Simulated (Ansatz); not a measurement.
# ZrO2: the cost of one run

Program: Ansatz 0.2.0. Level of theory: DFT PBEsol, frozen-core PAW, scalar-relativistic unless said. These are calculated values, not measurements.

The COD entry's cell or inner coordinates are ideal or old and differ from later refinements, so a difference from it is no clean test against experiment.

## (1) The system as given

Symmetry: Fm-3m, No. 225, cubic system. Conventional cell: a = 5.070 Å, b = 5.070 Å, c = 5.070 Å, α = 90.00°, β = 90.00°, γ = 90.00°. Zr (site symmetry m-3m) is surrounded by 8 O at 2.20 Å. O (site symmetry -43m) is surrounded by 4 Zr at 2.20 Å.

As a file:

```
CELL_PARAMETERS angstrom
0.00000 2.53500 2.53500
2.53500 0.00000 2.53500
2.53500 2.53500 0.00000
ATOMIC_POSITIONS crystal
Zr 0.00000 0.00000 0.00000
O 0.25000 0.25000 0.25000
O 0.75000 0.75000 0.75000
```

Cartesian axes are those of the input's lattice vectors. The structure goes back to a database entry.

## (2) Cell and atoms relaxed, PAW

Input file input.yaml:

```yaml
crystal:
  lattice:
    - [0.0, 2.535, 2.535]
    - [2.535, 0.0, 2.535]
    - [2.535, 2.535, 0.0]
  atoms:
    - { symbol: Zr, position: [0.0, 0.0, 0.0] }
    - { symbol: O, position: [0.25, 0.25, 0.25] }
    - { symbol: O, position: [0.75, 0.75, 0.75] }
kpoints:
  mp_grid: { grid: [14, 14, 14] }
scf:
  occupations: { method: fermi_dirac, width: 0.05 }
hamiltonian:
  xc: pbesol
  pseudopotentials: { kind: paw }
relax:
  f_tol: 0.002
  max_steps: 80
  cell: {}
output:
  forces: true
  stress: true
  write_density: true
  write_potential: true
  elf: true
  volumetric_format: npy
```

Run with:

```sh
> ansatz run input.yaml --threads 1 --pin off --max-ram 3072MiB --backend cpu --events-out ev --progress --plain --runs-dir out
```

**Question.** How long does this run take on 1 thread of Arm Neoverse V2, shared host, and how much memory does it need?

About 10 s, with a peak of 0.34 GiB.
